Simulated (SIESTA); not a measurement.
Ru:

```
Ru
1.0
     2.70580    0.00000    0.00000
    -1.35290    2.34329    0.00000
     0.00000    0.00000    4.28190
Ru
2
Direct
  0.66667 0.33333 0.75000
  0.33333 0.66667 0.25000
```

Base run:

```yaml
Program: SIESTA 5.4.2
Functional: PBE
Potentials_or_basis: PseudoDojo 0.4 standard (PBE files)
Basis: DZ (energy shift 0.01 Ry)
Grid_cutoff: 800 Ry
Energy_shift: 0.01 Ry
k_mesh: 11 × 11 × 6
Occupations: fermi-dirac, width 0.05 eV
Spin: no spin polarisation
```

Its results: band gap on the k mesh none (metal or under the smearing width); pressure -7.3 GPa.

Question: After a change of settings the same cell gave: band gap on the k mesh none (metal or under the smearing width); pressure 4.7 GPa. Which change was it?
A. basis from DZ (energy shift 0.01 Ry) to DZDP (energy shift 0.01 Ry)
B. basis from DZ (energy shift 0.01 Ry) to SZ (energy shift 0.002 Ry); energy shift from 0.01 Ry to 0.002 Ry
C. basis from DZ (energy shift 0.01 Ry) to DZP (energy shift 0.003 Ry; two zetas on semicore shells); energy shift from 0.01 Ry to 0.003 Ry
D. basis from DZ (energy shift 0.01 Ry) to TZDP (energy shift 0.02 Ry); energy shift from 0.01 Ry to 0.02 Ry

Answer: A.

Caveats: semicore shells carry a single zeta, which can move pressures by several GPa and volumes by a few percent; the basis of atomic orbitals isn't converged, which shifts pressures, moduli and gaps; the basis has no polarisation orbitals (some runs).

Not every run made on this cell is shown here.
